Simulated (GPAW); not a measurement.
# GaSb (F-43m) in GPAW: notebook, part 4 of 4

GPAW 26.7.0. Earlier steps stand in the parts before.

## 7. Equation of state, vdW-DF

File run.py:

```python
from ase.eos import EquationOfState
from ase.io import Trajectory, read
from ase.units import GPa
from gpaw import GPAW, PW

atoms = read('GaSb.cif')

traj = Trajectory('eos.traj', 'w')
volumes, energies = [], []
for x in [0.94, 0.96, 0.98, 1.0, 1.02, 1.04, 1.06]:
    a = atoms.copy()
    a.set_cell(atoms.cell * x**(1 / 3), scale_atoms=True)
    calc = GPAW(mode=PW(600),
                xc={'name': 'vdW-DF', 'backend': 'libvdwxc'},
                kpts={'size': (6, 6, 6), 'gamma': True},
                occupations={'name': 'fermi-dirac', 'width': 0.05},
                nbands=18,
                convergence={'density': 1e-05, 'energy': 1e-05},
                maxiter=150,
                txt=f'eos-{x:.2f}.txt')
    a.calc = calc
    energies.append(a.get_potential_energy(force_consistent=True))
    volumes.append(a.get_volume())
    calc.write(f'eos-{x:.2f}.gpw')
    traj.write(a)
    print(f'{x:.2f} {volumes[-1]:10.4f} A^3 {energies[-1]:14.6f} eV', flush=True)

v0, e0, B = EquationOfState(volumes, energies, eos='birchmurnaghan').fit()
print(f'V0 = {v0:.4f} A^3, E0 = {e0:.6f} eV, B0 = {B / GPa:.2f} GPa')
```

File GaSb.cif:

```cif
data_GaSb
_cell_length_a 4.32607929
_cell_length_b 4.32607929
_cell_length_c 4.32607929
_cell_angle_alpha 60.00000000
_cell_angle_beta 60.00000000
_cell_angle_gamma 60.00000000
_space_group_name_H-M_alt 'P1'
_space_group_name_Hall 'P 1'
_space_group_IT_number 1
loop_
_space_group_symop_operation_xyz
'x,y,z'
loop_
_atom_site_label
_atom_site_type_symbol
_atom_site_symmetry_multiplicity
_atom_site_Wyckoff_symbol
_atom_site_fract_x
_atom_site_fract_y
_atom_site_fract_z
_atom_site_occupancy
Sb1 Sb 1 a 0.7500000000 0.7500000000 0.7500000000 1
Ga1 Ga 1 a 0.0000000000 0.0000000000 0.0000000000 1
```

Potentials or basis: GPAW PAW data sets (gpaw-data 1.2.1), pw.

Run with:

```console
$ OMP_NUM_THREADS=1 python run.py
```

The log of the run:

```text
__  _  _
 | _ |_)|_||  |
 |__||  | ||/\| - 26.7.0

Input parameters:
  mode=PW(ecut=600.0),
  convergence={'density': 1e-05, 'energy': 1e-05},
  kpts=MonkhorstPack(size=(6, 6, 6), gamma=True),
  maxiter=150,
  nbands=18,
  occupations=Occupations(name='fermi-dirac', width=0.05),
  xc=XC(name='vdW-DF', backend='libvdwxc')

Diagonalizing LCAO Hamiltonian
Converting LCAO to pw mode

                          Sb

       Ga

Atoms  # Å, Bohr magnetons
|   | symbol |        x |        y |        z |    initial magnetic moments |
|---|--------|----------|----------|----------|-----------------------------|
| 0 |     Sb | 6.401417 | 3.695860 | 2.613368 | ( 0.0000,  0.0000,  0.0000) |
| 1 |     Ga | 0.000000 | 0.000000 | 0.000000 | ( 0.0000,  0.0000,  0.0000) |

Unit cell  # Å
| periodic |        x |        y |        z |  lengths |    angles |
|----------|----------|----------|----------|----------|-----------|
|      yes | 4.267612 | 0.000000 | 0.000000 | 4.267612 | 60.000000 |
|      yes | 2.133806 | 3.695860 | 0.000000 | 4.267612 | 60.000000 |
|      yes | 2.133806 | 1.231953 | 3.484490 | 4.267612 | 60.000000 |

Number of symmetries: 24
Symmetry operations  # r_c * U_cc + t_c -> r_c
|    | kind |            matrix            |
|----|------|------------------------------|
|  0 |  E   |  1, 0, 0,  0, 1, 0,  0, 0, 1 |
|  1 |  σ   |  1, 0, 0,  0, 0, 1,  0, 1, 0 |
|  2 |  σ   |  1, 0,-1,  0, 1,-1,  0, 0,-1 |
|  3 |  C3  |  1, 0,-1,  0, 0,-1,  0, 1,-1 |
|  4 |  C3  |  1,-1, 0,  0,-1, 1,  0,-1, 0 |
|  5 |  σ   |  1,-1, 0,  0,-1, 0,  0,-1, 1 |
|  6 |  σ   |  0, 1, 0,  1, 0, 0,  0, 0, 1 |
|  7 |  C3  |  0, 1, 0,  0, 0, 1,  1, 0, 0 |
|  8 |  C2  |  0, 1,-1,  1, 0,-1,  0, 0,-1 |
[... 130 lines left out ...]

occupation numbers:
  Fermi-Dirac:
    width: 0.0500  # eV

poisson solver:
  ecut: 4800.0  # eV

xc functional:
  name: vdW-DF with libvdwxc
  Mode: serial
  Semilocal: GGA_X_PBE_R+LDA_C_PW with 2 nearest neighbor stencil
  Local blocksize: 50 x 50 x 50
  PAW datasets: revPBE

convergence criteria:
- Maximum integral of absolute [dens]ity change: 1e-05 electrons / valence electron
- Maximum [total energy] change in last 3 cyles: 1e-05 eV / valence electron
- Maximum integral of absolute [eigenst]ate change: 4e-08 eV^2 / valence electron
maximum number of iterations: 150

SCF iterations
|iter     | |      energy | eigst |  dens |
|---------|-|-------------|-------|-------|
|iter:   1| |  -98.226127 | +0.15 |       |
|iter:   2| |  -98.230965 | -2.08 | -1.29 |
|iter:   3| |  -98.231340 | -2.26 | -1.31 |
|iter:   4| |  -98.234627 | -3.00 | -1.89 |
|iter:   5| |  -98.235006 | -4.46 | -2.65 |
|iter:   6| |  -98.235045 | -5.28 | -3.22 |
|iter:   7| |  -98.235046c| -6.50 | -4.03 |
|iter:   8| |  -98.235046c| -7.46c| -4.48 |
|iter:   9| |  -98.235046c| -8.33c| -5.41c|

Converged in 9 steps
Energy contributions relative to reference atoms: (reference = -229177.001197)

Energy contributions:
  Kinetic:          23.294263
  Coulomb:         -20.125378
  Zero:             -0.061826
  External:          0.000000
  Xc:             -101.342014
  Entropy:          -0.000183
  Spinorbit:         0.000000
  ----------------------------
  Free energy:     -98.235138
  Extrapolated:    -98.235046

dipole moment: (-15.211604, -8.782424, -6.210111)  # |e|*Ang

Fermi level: 5.626
Eigenvalues  # (at kpt = [0.000, 0.000, 0.000])
| band index |      eig [eV] | occ [0-2] |
|------------|---------------|-----------|
|          0 |       -23.725 |     2.000 |
|          1 |       -23.725 |     2.000 |
|          2 |       -23.725 |     2.000 |
|          3 |       -23.704 |     2.000 |
|          4 |       -23.704 |     2.000 |
|          5 |        -6.301 |     2.000 |
[... 10 lines left out ...]
|         16 |        15.092 |     0.000 |
|         17 |        15.092 |     0.000 |

Gap: 0.381 eV
Transition (v -> c):
  (s=0, k=0, n=8, [0.00, 0.00, 0.00]) -> (s=0, k=0, n=9, [0.00, 0.00, 0.00])
No difference between direct/indirect transitions
# Writing to eos-0.96.gpw (mode='')
```

stdout:

```text
0.94    53.8141 A^3     -98.171433 eV
0.96    54.9591 A^3     -98.235138 eV
0.98    56.1041 A^3     -98.287547 eV
1.00    57.2491 A^3     -98.330252 eV
1.02    58.3941 A^3     -98.364869 eV
1.04    59.5390 A^3     -98.391585 eV
1.06    60.6840 A^3     -98.410949 eV
<dir> UserWarning: The minimum volume of your fit is not in your volumes.  You may not have a minimum in your dataset!
  warnings.warn(
V0 = 64.2684 A^3, E0 = -98.435308 eV, B0 = 34.59 GPa
```

eos-0.94.txt:

```text
SCF iterations
|iter     | |      energy | eigst |  dens |
|---------|-|-------------|-------|-------|
|iter:   1| |  -98.165717 | +0.15 |       |
|iter:   2| |  -98.170096 | -2.06 | -1.29 |
|iter:   3| |  -98.167844 | -2.26 | -1.31 |
|iter:   4| |  -98.170997 | -3.00 | -1.89 |
|iter:   5| |  -98.171362 | -4.43 | -2.66 |
|iter:   6| |  -98.171399 | -5.29 | -3.22 |
|iter:   7| |  -98.171399c| -6.56 | -4.08 |
|iter:   8| |  -98.171399c| -7.53c| -4.50 |
|iter:   9| |  -98.171399c| -8.47c| -5.52c|

Converged in 9 steps
Energy contributions relative to reference atoms: (reference = -229177.001197)

Energy contributions:
  Kinetic:          25.828510
  Coulomb:         -22.222560
  Zero:             -0.060533
  External:          0.000000
  Xc:             -101.716782
  Entropy:          -0.000067
  Spinorbit:         0.000000
  ----------------------------
  Free energy:     -98.171433
  Extrapolated:    -98.171399

dipole moment: (-15.002529, -8.661714, -6.124757)  # |e|*Ang

Fermi level: 5.922
Eigenvalues  # (at kpt = [0.000, 0.000, 0.000])
| band index |      eig [eV] | occ [0-2] |
|------------|---------------|-----------|
|          0 |       -23.534 |     2.000 |
|          1 |       -23.534 |     2.000 |
|          2 |       -23.534 |     2.000 |
|          3 |       -23.511 |     2.000 |
|          4 |       -23.511 |     2.000 |
|          5 |        -6.226 |     2.000 |
[... 10 lines left out ...]
|         16 |        15.341 |     0.000 |
|         17 |        15.341 |     0.000 |

Gap: 0.541 eV
Transition (v -> c):
  (s=0, k=0, n=8, [0.00, 0.00, 0.00]) -> (s=0, k=0, n=9, [0.00, 0.00, 0.00])
No difference between direct/indirect transitions
# Writing to eos-0.94.gpw (mode='')
```

Wall time 37 s (1 thread of Intel Xeon 6975P-C (Granite Rapids), shared host); peak memory 0.37 GiB.

What came out:

| Quantity | Value |
| --- | --- |
| Equilibrium volume | 32.13 Å³/atom (rough: see the caveat) |
| Bulk modulus | 35 GPa (rough) |

Energy against volume, from the lowest point:
| volume (Å³/atom) | energy (meV/atom) |
| --- | --- |
| 26.907 | 119.76 |
| 27.480 | 87.91 |
| 28.052 | 61.70 |
| 28.625 | 40.35 |
| 29.197 | 23.04 |
| 29.770 | 9.68 |
| 30.342 | 0.00 |

Caveat: the minimum lies outside the volumes run; the PAW data sets were made with another functional, which shifts forces and pressure a little.

## 8. The runs side by side

```tsv
task	level	potentials or basis	spin	band path	band points	spin axis theta (degrees)	spin axis phi (degrees)	soc after scf	V0 of scaled cells (Å³/atom)	B0 (GPa)
equation of state	r2SCAN+D3(BJ)	GPAW PAW data sets (gpaw-data 1.2.1), pw	off	-	-	-	-	-	-	-
equation of state	PW91+D4	PAW data sets generated in the run's folder for this functional, pw	off	-	-	-	-	-	28.77	50
equation of state	PBE	GPAW PAW data sets (gpaw-data 1.2.1), pw	off	-	-	-	-	-	30.06	43
equation of state	revPBE	the program's PAW data sets (release 1.2.1) made for this functional, pw	off	-	-	-	-	-	-	-
band structure	revPBE	the program's PAW data sets (release 1.2.1) made for this functional, pw	SOC, no magnetisation	GXWKGLUWLK,UX	60	0	0	second variation	-	-
equation of state	vdW-DF	GPAW PAW data sets (gpaw-data 1.2.1), pw	off	-	-	-	-	-	-	-
```

Alike in all rows: cell as given; k mesh 6 × 6 × 6; cutoff (eV) 600; smearing fermi-dirac 0.05 eV.

Caveats: the PAW data sets were made with another functional, which shifts forces and pressure a little (some runs); the minimum lies outside the volumes run (some runs); the points scatter about the fit (some runs); spin-orbit coupling was added after a scalar SCF, so levels and gaps hold it while energy, forces, pressure and moments don't (some runs); this program's spin-orbit splittings come out too wide for heavy elements (some runs); this crystal is a semiconductor, whose small gap the functional closes, so the metal is an error of the method (some runs).

Absolute energies hang on the potentials; compare differences alone.

## 9. Comparison with measurements

Step 6. A measured gap of GaSb is 0.811 eV (direct; 4.2 K; a printed reference work, data compilation); the calculated 0.00 eV misses it by -0.81 eV. The value is that of revPBE, without temperature or zero-point motion. Semilocal functionals fall short of measured gaps as a rule.
